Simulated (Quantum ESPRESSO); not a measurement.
Crystal: ZrS.

```
Zr S
1.0
     0.00000    2.62500    2.62500
     2.62500    0.00000    2.62500
     2.62500    2.62500    0.00000
Zr S
1 1
Direct
  0.00000 0.00000 0.00000
  0.50000 0.50000 0.50000
```

| Quantity | Value |
| --- | --- |
| Program | Quantum ESPRESSO 7.5 |
| Task | Hubbard U by linear response |
| Functional | PBEsol |
| Potentials or basis | GBRV 1.5 PBEsol |
| Cutoff | 612 eV |
| Density cutoff | 4898 eV |
| k mesh | 8 × 8 × 8 |
| Occupations | cold, width 0.272 eV |
| Spin | no spin polarisation |
| Hubbard terms | Zr d U = 0.0001 eV |
| Start of the occupations | default |
| Hubbard projectors | atomic |
| Mixing beta | 0.3 |
| Most SCF iterations | 120 |
| SCF threshold | 4e-10 Ry |
| q mesh | 2 × 2 × 2 |

Question: What Hubbard parameters does linear response give?

Answer: U = 2.20 eV on Zr 4d. The values belong to these projectors, potentials and this ground state, and don't carry over to other codes.

Hubbard U from linear response:
```csv
site,manifold,U (eV)
1,Zr-4d,2.20
```
On the first site the bare response is -1.051 and the screened one -0.305 eV⁻¹.

Eigenvalues of the final occupation matrices:
```
   site  spin  trace               eigenvalues
Zr 1 4d  each   2.52  0.50 0.50 0.50 0.51 0.51
```

Caveat: U without spin polarisation on a metal has little footing.
